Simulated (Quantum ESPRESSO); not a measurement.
Here is a Quantum ESPRESSO 7.5 calculation.

Contents of pw.in:

```
&CONTROL
  calculation = 'scf'
  prefix = 'pwscf'
  outdir = './tmp'
  pseudo_dir = './pseudo'
  tprnfor = .true.
  tstress = .true.
  disk_io = 'low'
/
&SYSTEM
  ibrav = 0
  celldm(1) = 8
  nat = 2
  ntyp = 1
  ecutwfc = 55
  ecutrho = 440
  nbnd = 21
  occupations = 'smearing'
  smearing = 'fd'
  degauss = 0.00367493
/
&ELECTRONS
  conv_thr = 4d-10
  electron_maxstep = 120
  mixing_beta = 0.5
/
ATOMIC_SPECIES
Pb   207.2000 Pb.pbe-dn-kjpaw_psl.0.2.2.UPF
CELL_PARAMETERS alat
  0.7177668347421  -0.4134531693582   0.0000000000000
  0.7177668347421   0.4134531693582   0.0000000000000
 -0.4997056264692   0.0000000000000   1.4397882084243
ATOMIC_POSITIONS crystal
Pb     0.9085084100    0.9085084100    0.7262922000
Pb     0.0914915900    0.0914915900    0.2737078000
K_POINTS automatic
9 9 5 0 0 0
```

pp_density.in

```
&INPUTPP
  prefix = 'pwscf'
  outdir = './tmp'
  filplot = 'density.dat'
  plot_num = 0
/
&PLOT
  nfile = 1
  filepp(1) = 'density.dat'
  iflag = 3
  output_format = 6
  fileout = 'density.cube'
/
```

The input pp_potential.in:

```
&INPUTPP
  prefix = 'pwscf'
  outdir = './tmp'
  filplot = 'potential.dat'
  plot_num = 11
/
&PLOT
  nfile = 1
  filepp(1) = 'potential.dat'
  iflag = 3
  output_format = 6
  fileout = 'potential.cube'
/
```

Potentials or basis: SSSP 1.3 efficiency PBE.

Launch:

```console
$ OMP_NUM_THREADS=1 mpirun -n 2 pw.x -nk 2 -in pw.in > pw.out
$ OMP_NUM_THREADS=1 mpirun -n 1 pp.x -in pp_density.in > pp_density.out
$ OMP_NUM_THREADS=1 mpirun -n 1 pp.x -in pp_potential.in > pp_potential.out
```

Q: Predict the pressure.

A: 0.7 GPa.

Q: Predict the largest force.

A: 0.078 eV/Å.

Stress tensor (GPa, compression positive):
```
0.70 0.00 0.01
0.00 0.73 0.00
0.01 0.00 0.63
```

Spin-orbit coupling is left out, which matters for the levels of Pb.
